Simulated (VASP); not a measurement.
# SrO (Imm2) in VASP: a series of runs, part 2 of 2

VASP 6.6.1. The steps go on from the part before.

## Step 3: Single point, PBE

Contents of INCAR:

```
SYSTEM = SrO
  PREC = Accurate
  ENCUT = 520
  EDIFF = 1E-7
  ISMEAR = 0
  SIGMA = 0.05
  LREAL = .False.
  LASPH = .True.
  NELM = 100
  ALGO = Normal
  ISIF = 2
  LWAVE = .False.
  LCHARG = .True.
  GGA = PE
  LELF = .True.
  LVHAR = .True.
  NBANDS = 15
```

Contents of KPOINTS:

```
regular mesh
0
Gamma
  8 8 8
  0 0 0
```

Contents of POSCAR:

```
SrO
1.0
    0.0000000000      2.5973917585      2.5973917585
    2.5973917585      0.0000000000      2.5973917585
    2.5973917585      2.5973917585      0.0000000000
Sr O
1 1
Direct
    0.0000000000      0.0000000000      0.0000000000
    0.5272237247      0.5000000000      0.5000000000
```

Potentials or basis: VASP PAW PBE potentials, release 64 (Sr_sv, O).

Run with:

```console
cat potpaw_PBE.64/Sr_sv/POTCAR potpaw_PBE.64/O/POTCAR > POTCAR
mpirun -np 1 vasp_std > vasp.out
```

OUTCAR:

```text
SYSTEM = SrO
   PREC = Accurate
   ENCUT = 520
   EDIFF = 1E-7
   ISMEAR = 0
   LREAL = .False.
   LASPH = .True.
   NELM = 100
   ISIF = 2
   GGA = PE

 ion  position               nearest neighbor table
   1  0.000  0.000  0.000-   2 2.53   2 2.53   2 2.60   2 2.60   2 2.67   2 2.67
   2  0.527  0.500  0.500-   1 2.53   1 2.53   1 2.60   1 2.60   1 2.67   1 2.67

  LATTYP: Found a face centered cubic cell.
 ALAT       =     5.1947835170

  Lattice vectors:

 A1 = (   0.0000000000,   2.5973917585,   2.5973917585)
 A2 = (   2.5973917585,   0.0000000000,   2.5973917585)
 A3 = (   2.5973917585,   2.5973917585,   0.0000000000)

Analysis of symmetry for initial positions (statically):
=====================================================================
 Subroutine PRICEL returns:
 Original cell was already a primitive cell.

 Routine SETGRP: Setting up the symmetry group for a
 face centered cubic supercell.

 Subroutine GETGRP returns: Found  4 space group operations
 (whereof  4 operations were pure point group operations)
 out of a pool of 48 trial point group operations.

The static configuration has the point symmetry C_2v.

Analysis of symmetry for dynamics (positions and initial velocities):
=====================================================================
 Subroutine PRICEL returns:
 Original cell was already a primitive cell.

 Routine SETGRP: Setting up the symmetry group for a
 face centered cubic supercell.

 Subroutine GETGRP returns: Found  4 space group operations
 (whereof  4 operations were pure point group operations)
 out of a pool of 48 trial point group operations.

The dynamic configuration has the point symmetry C_2v.

 Subroutine INISYM returns: Found  4 space group operations
 (whereof  4 operations are pure point group operations),
 and found     1 'primitive' translations

----------------------------------------------------------------------------------------

                                     Primitive cell

  volume of cell :      35.0463

[... 113 lines left out ...]
   GGA     = PE    functional components
   LHFCALC =     F    Hartree Fock is set to
   AEXX    =    0.0000 exact exchange contribution
   IVDW    =     0    specifies the selected vdW correction
   LEPSILON=     F    determine dielectric tensor
   LRPA    =     F    only Hartree local field effects (RPA)
 non-spin polarized calculation
 Gauss-broadening in eV      SIGMA  =   0.05
  energy-cutoff  :      520.00
  volume of cell :       35.05
 maximum number of plane-waves:       960
   NGX = 13   NGY = 13   NGZ = 13

 number of electron      16.0000000 magnetization

 Free energy of the ion-electron system (eV)
  ---------------------------------------------------
  ext. energy  EPLUGINS =         0.00000000
  ---------------------------------------------------
  free energy    TOTEN  =       -12.04492430 eV

  energy without entropy =      -12.04492430  energy(sigma->0) =      -12.04492430

 E-fermi :   1.7047     XC(G=0):  -9.8800

 val. band max:        1.4984276582   @ k =   0.0000   0.0000   0.0000
 cond. band min:       4.8402463351   @ k =   0.5000   0.5000   0.0000
 fundamental gap:      3.3418186769
 Fermi energy:         1.7046520112

 k-point     1 :       0.0000    0.0000    0.0000
  band No.  band energies     occupation
      1     -30.9701      2.00000
      2     -13.5647      2.00000
      3     -12.6388      2.00000
      4     -12.6387      2.00000
      5     -12.6116      2.00000
      6       1.4924      2.00000
      7       1.4930      2.00000
      8       1.4984      2.00000
      9       5.2821      0.00000
     10       7.6649      0.00000
     11       7.7038      0.00000
     12       7.7068      0.00000
     13       9.7807      0.00000
     14       9.8099      0.00000
[... 401 lines left out ...]
      2     -14.8612      2.00000
      3     -12.8495      2.00000
      4     -12.7180      2.00000
      5     -11.6038      2.00000
      6      -0.3290      2.00000
      7       0.4857      2.00000
      8       0.7040      2.00000
      9       7.7901      0.00000
     10       8.7684      0.00000
     11       9.9377      0.00000
     12      10.4538      0.00000
     13      12.7103      0.00000
     14      13.1127      0.00000
     15      15.5138      0.00000

 [... further k-points ...]
[... 5 lines left out ...]
  --------------------------------------------------------------------------------------
  -------------------------------------------------------------------------------------
  Total        0.0933948      0.2026419      0.2026419      0.0000000     -0.0125205      0.0000000
  in kB        4.2696366      9.2639748      9.2639748      0.0000000     -0.5723885      0.0000000
  external PRESSURE =       7.5991954 kB  Pullay stress =       0.0000000 kB

 VOLUME and BASIS-vectors are now :
 -----------------------------------------------------------------------------
  energy-cutoff  :      520.00
  volume of cell :       35.05
      direct lattice vectors                 reciprocal lattice vectors
     0.000000000  2.597391759  2.597391759    -0.192500803  0.192500803  0.192500803
     2.597391759  0.000000000  2.597391759     0.192500803 -0.192500803  0.192500803
     2.597391759  2.597391759  0.000000000     0.192500803  0.192500803 -0.192500803

 POSITION                                       TOTAL-FORCE (eV/Angst)
 -----------------------------------------------------------------------------------
      0.00000      0.00000      0.00000        -0.000000      0.139657      0.139657
      2.59739      2.66810      2.66810         0.000000     -0.139657     -0.139657
 -----------------------------------------------------------------------------------
    total drift:                               -0.000000      0.000050      0.000050

  FREE ENERGIE OF THE ION-ELECTRON SYSTEM (eV)
  ---------------------------------------------------
  free  energy   TOTEN  =       -12.0449242966 eV

  energy  without entropy=      -12.0449242966  energy(sigma->0) =      -12.04492430
```

OSZICAR:

```text
N       E                     dE             d eps       ncg     rms          rms(c)
DAV:   1     0.680711819591E+02    0.68071E+02   -0.84295E+03  2850   0.104E+03
DAV:   2    -0.110124368678E+02   -0.79084E+02   -0.72256E+02  3884   0.217E+02
DAV:   3    -0.141818704450E+02   -0.31694E+01   -0.31521E+01  3722   0.397E+01
DAV:   4    -0.142499632458E+02   -0.68093E-01   -0.68087E-01  3513   0.563E+00
DAV:   5    -0.142517030299E+02   -0.17398E-02   -0.17398E-02  3696   0.731E-01    0.157E+01
DAV:   6    -0.122039573551E+02    0.20477E+01   -0.68288E+00  2906   0.194E+01    0.184E+01
DAV:   7    -0.120536362148E+02    0.15032E+00   -0.32326E-01  3277   0.500E+00    0.106E+01
DAV:   8    -0.120430370738E+02    0.10599E-01   -0.12184E-01  3669   0.350E+00    0.393E-01
DAV:   9    -0.120442794452E+02   -0.12424E-02   -0.61127E-03  3587   0.502E-01    0.235E-01
DAV:  10    -0.120447468021E+02   -0.46736E-03   -0.44502E-04  3130   0.199E-01    0.893E-02
DAV:  11    -0.120449055103E+02   -0.15871E-03   -0.16363E-04  3088   0.943E-02    0.279E-02
DAV:  12    -0.120449249818E+02   -0.19471E-04   -0.25145E-05  3081   0.371E-02    0.200E-02
DAV:  13    -0.120449245354E+02    0.44640E-06   -0.14105E-06  3361   0.111E-02    0.326E-03
DAV:  14    -0.120449243436E+02    0.19184E-06   -0.17674E-07  3700   0.348E-03    0.128E-03
DAV:  15    -0.120449242966E+02    0.46923E-07   -0.16848E-08  1936   0.120E-03
   1 F= -.12044924E+02 E0= -.12044924E+02  d E =-.399144E-11
```

Wall time 48 s (1 thread of Intel Xeon Platinum 8488C (Sapphire Rapids), shared host); peak memory 0.19 GiB.

What came out:

- Free energy: -12.0449 eV
- Pressure: 0.8 GPa
- Largest force: 0.198 eV/Å
- Band gap on the k mesh: 3.34 eV, indirect (least direct gap 3.43 eV)

Forces in eV/Å, atoms in the order of the input:
```
Sr   0.000  0.140  0.140
O    0.000 -0.140 -0.140
```

Stress tensor (GPa, compression positive):
```
 0.43  0.00  0.00
 0.00  0.93 -0.06
 0.00 -0.06  0.93
```

A k mesh can miss the band edges.

## Step 4: Single point, PBE

Contents of INCAR:

```
SYSTEM = SrO
PREC     = Accurate       ! precision mode
ENCUT    = 520            ! plane-wave cutoff, eV
EDIFF    = 1E-6           ! SCF threshold, eV
ISMEAR   = 0              ! smearing method
SIGMA    = 0.05           ! smearing width, eV
LREAL    = .False.        ! projectors in reciprocal space
LASPH    = .True.         ! aspherical terms in the spheres
NELM     = 100            ! most SCF steps
ALGO     = Fast           ! electronic algorithm
ISIF     = 2              ! what is computed and relaxed
LWAVE    = .False.        ! write WAVECAR
LCHARG   = .False.        ! write CHGCAR
GGA      = PE             ! functional
NBANDS   = 15             ! bands
```

Contents of KPOINTS:

```
Automatic mesh
0
Gamma
  8 8 8
  0 0 0
```

Edit POSCAR of step 3 so:

```diff
@@ -9,2 +9,2 @@
     0.0000000000      0.0000000000      0.0000000000
-    0.5272237247      0.5000000000      0.5000000000
+    0.4591644130      0.5000000000      0.5000000000
```

Run with:

```console
cat potpaw_PBE.64/Sr_sv/POTCAR potpaw_PBE.64/O/POTCAR > POTCAR
mpirun -np 1 vasp_std > vasp.out
```

It took 54 s on 1 thread of Intel Xeon Platinum 8488C (Sapphire Rapids), shared host; peak memory 0.18 GiB.

The run converged. Its results:

* Free energy: -12.0323 eV
* Pressure: 1.1 GPa
* Largest force: 0.307 eV/Å
* Band gap on the k mesh: 3.42 eV, indirect (least direct gap 3.48 eV)

Forces in eV/Å, atoms in the order of the input:
```
Sr   0.000 -0.217 -0.217
O    0.000  0.217  0.217
```

Stress tensor (GPa, compression positive):
```
 0.32  0.00  0.00
 0.00  1.44 -0.14
 0.00 -0.14  1.44
```

Levels at points of the mesh, in eV from the valence-band top:
| k point | band 4 | band 5 | band 6 | band 7 | band 8 | band 9 | band 10 | band 11 | band 12 | band 13 |
| --- | --- | --- | --- | --- | --- | --- | --- | --- | --- | --- |
| (0.00, 0.00, 0.00) | -14.10 | -14.04 | -0.01 | -0.01 | 0.00 | 3.80 | 6.20 | 6.28 | 6.29 | 8.33 |
| (0.50, 0.00, 0.00) | -14.18 | -12.94 | -2.06 | -1.05 | -1.04 | 6.45 | 8.22 | 8.71 | 8.85 | 11.59 |
| (0.00, 0.50, 0.00) | -14.18 | -12.90 | -2.06 | -1.02 | -0.99 | 6.44 | 8.00 | 8.68 | 8.89 | 11.59 |
| (0.50, 0.50, 0.00) | -14.43 | -14.31 | -0.43 | -0.13 | -0.07 | 3.42 | 7.56 | 10.05 | 10.07 | 10.90 |
| (0.00, 0.50, 0.50) | -14.44 | -14.26 | -0.45 | -0.17 | -0.08 | 3.50 | 7.57 | 10.06 | 10.17 | 10.91 |

## Step 5: The runs side by side

| cell | gap on the mesh (eV) | pressure (GPa) | largest force (eV/Å) |
| --- | --- | --- | --- |
| all O atoms moved +0.175 Å, as atom 2 towards its neighbour atom 2 (O) at 3.673 Å | 3.46 | 1.3 | 0.37 |
| all O atoms moved -0.100 Å, as atom 2 towards its neighbour atom 2 (O) at 3.673 Å | 3.34 | 0.8 | 0.20 |
| all O atoms moved +0.150 Å, as atom 2 towards its neighbour atom 2 (O) at 3.673 Å | 3.42 | 1.1 | 0.31 |

Alike in all rows: task single point; level PBE; potentials or basis VASP PAW PBE potentials, release 64 (Sr_sv, O); no spin polarisation; k mesh 8 × 8 × 8; cutoff (eV) 520; smearing gaussian 0.05 eV.

Absolute energies hang on the potentials; compare differences alone.
